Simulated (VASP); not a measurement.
Si6Mo, 7 atoms in the cell. It takes space group Fm-3m (No. 225, cubic). Conventional cell: a = 8.360 Å, b = 8.360 Å, c = 8.360 Å, α = 90.00°, β = 90.00°, γ = 90.00°. Si (site symmetry 4mm) has 1 Mo at 2.44 Å and 4 Si at 2.47 Å as nearest neighbours. Around Mo (site symmetry m-3m) lie 6 Si at 2.44 Å. The cell was built by a generator and needn't be a form met in nature. The cell isn't the ideal one: random cell by space group and Wyckoff sites (Fm-3m, No. 225).

```yaml
Program: VASP 6.6.1
Task: single point
Functional: PBE
Potentials_or_basis: VASP PAW PBE potentials, release 64 (Si, Mo_sv)
Cutoff: 520 eV
k_mesh: 4 × 4 × 4
Occupations: gaussian, width 0.1 eV
Spin: no spin polarisation
Dipole_correction: no
Further_INCAR_settings: ALGO = Normal; EDIFF = 1e-06; NBANDS = 28
```

Potentials or basis: VASP PAW PBE potentials, release 64 (Si, Mo_sv).

The run is started by

```bash
$ cat potpaw_PBE.64/Si/POTCAR potpaw_PBE.64/Mo_sv/POTCAR > POTCAR
$ mpirun -np 1 vasp_std > vasp.out
```

Hardware: 1 thread of Intel(R) Xeon(R) Platinum 8175M CPU @ 2.50GHz (Skylake/Cascade Lake), on a shared host.

**Question.** How long does it take, and how much memory?

**Answer.** It took 75 s on 1 thread of Intel(R) Xeon(R) Platinum 8175M CPU @ 2.50GHz (Skylake/Cascade Lake), with other jobs on the host, peak memory 0.31 GiB. Counts: scf iterations 14, k points 8.
